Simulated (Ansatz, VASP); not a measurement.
# One calculation of Be, two programs

The input INCAR:

```
PREC = Accurate
ENCUT = 520
EDIFF = 1E-8
ISMEAR = -1
SIGMA = 0.05
LREAL = False
LASPH = True
NELM = 60
ALGO = Normal
ISIF = 2
LWAVE = False
LCHARG = False
GGA = PS
LEFG = True
NBANDS = 12
```

File KPOINTS:

```
Automatic mesh
0
Gamma
  9 9 14
```

File POSCAR:

```
Be
1.0
    3.8217502800      0.0000000000      0.0000000000
    0.0000000000      3.8217502800      0.0000000000
    0.0000000000      0.0000000000      2.2812800000
Be
4
Direct
    0.2974080000      0.2974080000      0.0000000000
    0.7025920000      0.7025920000      0.0000000000
    0.2025920000      0.7974080000      0.5000000000
    0.7974080000      0.2025920000      0.5000000000
```

Input for Ansatz:

```yaml
crystal:
  lattice:
    - [3.82175028, 0.0, 0.0]
    - [0.0, 3.82175028, 0.0]
    - [0.0, 0.0, 2.28128]
  atoms:
    - { symbol: Be, position: [0.297408, 0.297408, 0.0] }
    - { symbol: Be, position: [0.702592, 0.702592, 0.0] }
    - { symbol: Be, position: [0.202592, 0.797408, 0.5] }
    - { symbol: Be, position: [0.797408, 0.202592, 0.5] }
kpoints:
  mp_grid: { grid: [9, 9, 14] }
scf:
  occupations: { method: fermi_dirac, width: 0.05 }
hamiltonian:
  xc: pbesol
  pseudopotentials: { kind: all_electron, datasets: crystal }
output:
  forces: true
  stress: true
  eigenvalues: true
  efg: { contact_densities: true }
```

Change from the starting cell: equal xx and yy strain of +2 %, crystal datasets.

Alike in both runs: task electric field gradients; functional PBEsol; k mesh 9 × 9 × 14; occupations fermi-dirac, width 0.05 eV; no spin polarisation.

```csv
,VASP,Ansatz
version,VASP 6.6.1,Ansatz 0.2.0
potentials or method,"VASP PAW PBE potentials, release 64 (Be)","all-electron PAW with datasets made for the crystal, scalar-relativistic"
plane-wave cutoff (eV),520,see its input
```

Ansatz gave:

- pressure (GPa): -5.3
- largest component of the traceless stress (GPa): 0.77
- rms of the force components (eV/Å): 0.054
- Vzz of the field gradient on the site that differs most (V/Å²): 1.5

Q: Estimate VASP's values.

A: Pressure (GPa): -4.9; largest component of the traceless stress (GPa): 0.79; rms of the force components (eV/Å): 0.052; Vzz of the field gradient on the site that differs most (V/Å²): 1.8.

Atom by atom the forces differ by 0.002 eV/Å (rms over components). Ansatz ran all-electron here, so the differences hold the error of VASP's frozen core and of both bases.

Caveats: the PAW data sets were made with another functional, which shifts forces and pressure a little (VASP).
